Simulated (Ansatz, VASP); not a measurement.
# AlAu2: VASP beside Ansatz

File INCAR:

```
SYSTEM = AlAu2
  PREC = Accurate
  ENCUT = 520
  EDIFF = 1E-7
  ISMEAR = -1
  SIGMA = 0.05
  LREAL = .FALSE.
  LASPH = .TRUE.
  NELM = 100
  ALGO = Normal
  ISIF = 2
  LWAVE = .FALSE.
  LCHARG = .FALSE.
  GGA = PS
  NBANDS = 20
```

File KPOINTS:

```
Automatic mesh
0
G
  11 11 11
  0 0 0
```

POSCAR

```
AlAu2
1.0
   -1.6935106090      1.6935106090      4.4569644475
    1.6935106090     -1.6935106090      4.4569644475
    1.6935106090      1.6935106090     -4.4569644475
Au Al
2 1
Direct
    0.3437272000      0.3437272000      0.0000000000
    0.6562728000      0.6562728000      0.0000000000
    0.0000000000      0.0000000000      0.0000000000
```

Contents of input.yaml:

```yaml
crystal:
  lattice:
    - [-1.693510609, 1.693510609, 4.4569644475]
    - [1.693510609, -1.693510609, 4.4569644475]
    - [1.693510609, 1.693510609, -4.4569644475]
  atoms:
    - { symbol: Au, position: [0.3437272, 0.3437272, 0.0] }
    - { symbol: Au, position: [0.6562728, 0.6562728, 0.0] }
    - { symbol: Al, position: [0.0, 0.0, 0.0] }
hamiltonian:
  xc: pbesol
  pseudopotentials: { kind: paw }
kpoints:
  mp_grid: { grid: [11, 11, 11] }
scf:
  occupations: { method: fermi_dirac, width: 0.05 }
output:
  forces: true
  stress: true
  eigenvalues: true
```

Change from the starting cell: volume scaled by 1.04.

Alike in both runs: task single point; functional PBEsol; k mesh 11 × 11 × 11; occupations fermi-dirac, width 0.05 eV; no spin polarisation.

```csv
,VASP,Ansatz
version,VASP 6.6.1,Ansatz 0.2.0
potentials or method,"VASP PAW PBE potentials, release 64 (Au, Al)",Ansatz PAW
plane-wave cutoff (eV),520,420
valence electrons in the cell,25,41
```

|  | VASP | Ansatz | Ansatz less VASP |
| --- | --- | --- | --- |
| gap on the k mesh at the Fermi level (eV) | none | none | - |
| pressure (GPa) | -7.5 | -7.3 | +0.22 |
| largest component of the traceless stress (GPa) | 0.58 | 0.54 | -0.037 |

A gap of «none» marks a metal or a gap that the smearing closes. The two sets of potentials don't hold the same shells in valence.

Caveats: the PAW data sets were made with another functional, which shifts forces and pressure a little (VASP); the PAW data sets come from PBE, with cores solved anew for the run's functional, which leaves a small shift of forces and pressure (Ansatz). Spin-orbit coupling is left out, which matters for the levels of Au.
